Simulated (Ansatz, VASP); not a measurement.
W: VASP beside Ansatz

Contents of INCAR:

```
PREC = Accurate ; ENCUT = 520
EDIFF = 1E-6 ; ISMEAR = 0
SIGMA = 0.15 ; LREAL = False
LASPH = True ; NELM = 60
ALGO = Fast ; ISIF = 2
LWAVE = False ; LCHARG = False
GGA = PS ; NBANDS = 13
```

The input KPOINTS:

```
regular mesh
0
Gamma
  20 20 20
```

File POSCAR:

```
W
1.0
    0.0000000000      2.0604500000      2.0300000000
    2.0604500000      0.0000000000      2.0300000000
    2.0604500000      2.0604500000      0.0000000000
W
1
Direct
    0.0000000000      0.0000000000      0.0000000000
```

Input for Ansatz:

```yaml
crystal:
  lattice:
    - [0.0, 2.06045, 2.03]
    - [2.06045, 0.0, 2.03]
    - [2.06045, 2.06045, 0.0]
  atoms:
    - { symbol: W, position: [0.0, 0.0, 0.0] }
basis:
  ecutwfc: 420
kpoints:
  mp_grid: { grid: [20, 20, 20] }
hamiltonian:
  xc: pbesol
scf:
  occupations: { method: gaussian, width: 0.15 }
output:
  forces: true
  stress: true
  eigenvalues: true
```

Change from the starting cell: strain +0.015 along x and y, +0.000 along z, atoms carried along.

Alike in both runs: task single point; functional PBEsol; k mesh 20 × 20 × 20; occupations gaussian, width 0.15 eV; no spin polarisation.

|  | VASP | Ansatz |
| --- | --- | --- |
| version | VASP 6.6.1 | Ansatz 0.2.0 |
| potentials or method | VASP PAW PBE potentials, release 64 (W_sv) | scalar-relativistic, plane waves, PAW |
| plane-wave cutoff (eV) | 520 | 420 |
| valence electrons in the cell | 14 | 14 |

|  | VASP | Ansatz | Ansatz less VASP |
| --- | --- | --- | --- |
| gap on the k mesh at the Fermi level (eV) | none | none | - |
| pressure (GPa) | -19.2 | -19.5 | -0.34 |
| largest component of the traceless stress (GPa) | 3.28 | 3.26 | -0.021 |

A gap of «none» marks a metal or a gap that the smearing closes.

Caveats: so large a pressure means that the cell lies far from this level's equilibrium, or that cutoff or potentials fall short (VASP); the potentials were made for another functional, which shifts forces and pressure (VASP). Spin-orbit coupling is left out, which matters for the levels of W.
